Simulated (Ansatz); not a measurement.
# TaC: do energies and stresses tell the same story?

Level of theory: Ansatz 0.2.0, DFT r2SCAN, scalar-relativistic, plane waves, PAW.

Plane waves to 500 eV, a k mesh through Γ of 16×16×16 on the computed 2-atom cell and Gaussian smearing (0.10 eV); no spin polarisation.

Relaxed cell: Fm-3m, a = 4.462 Å, b = 4.462 Å, c = 4.462 Å, α = 90.00°, β = 90.00°, γ = 90.00°, 2 atoms in the primitive cell.

Energies at zero smearing and pressures from the stress tensor, at volumes with shape and atoms relaxed:
```tsv
V (Å³/atom)	E − E(first) (meV/atom)	P (GPa)
10.438	0.00	23.82
10.772	-35.82	10.97
11.105	-46.87	-0.04
11.438	-36.73	-9.46
11.771	-8.43	-17.54
```

Problem. Check P = −dE/dV between neighbouring volumes, and get the bulk modulus from the pressures alone.

Solution. With 1 eV/Å³ = 160.2 GPa:
| middle V (Å³/atom) | −ΔE/ΔV (GPa) | mean P (GPa) |
| --- | --- | --- |
| 10.605 | 17.225 | 17.397 |
| 10.938 | 5.317 | 5.467 |
| 11.271 | -4.880 | -4.749 |
| 11.604 | -13.610 | -13.499 |

The two differ by 0.17 GPa at most. The mean of two end pressures misses the average over a step by about ΔV² P″/12, up to 0.17 GPa here; with that taken off 0.01 GPa remains. Around V = 11.105 Å³/atom, the two neighbours give B = −V ΔP/ΔV = 11.105 × 20.43 / 0.666 = 340.5 GPa, against B0 = 339.3 GPa from the Birch–Murnaghan fit of the energies.

Spin–orbit coupling is left out, which can shift energies with elements as heavy as these.

Cost: 6 runs of about 1.4 core-minutes in all, on Intel Xeon Platinum 8259CL (Skylake/Cascade Lake) (shared hosts).